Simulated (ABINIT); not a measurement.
Crystal: BN.

```
N B
1.0
     0.00000    1.81300    1.81300
     1.81300    0.00000    1.81300
     1.81300    1.81300    0.00000
N B
1 1
Direct
  0.25000 0.25000 0.25000
  0.00000 0.00000 0.00000
```

The cell is a database's computed one.

Base run:

```yaml
Program: ABINIT 10.8.3 (patched build)
Functional: PW91
Potentials_or_basis: JTH PAW PBE v2.0
Cutoff: 707 eV
k_mesh: 13 × 13 × 13
Occupations: fermi-dirac, width 0.05 eV
Spin: no spin polarisation
```

Its results: band gap on the k mesh 4.57 eV, indirect (least direct gap 8.79 eV); pressure -1.3 GPa.

Q: The run is repeated on the same cell with these changes: functional from PW91 to revPBE. What comes out?

A: Band gap on the k mesh 4.54 eV, indirect (least direct gap 8.81 eV); pressure 3.9 GPa.

revPBE binds less tightly than PW91, so the same cell stands under more pressure.

Caveats: the PAW data sets were made with another functional, which shifts forces and pressure a little.

A k mesh can miss the band edges.

Not every run made on this cell is shown here.
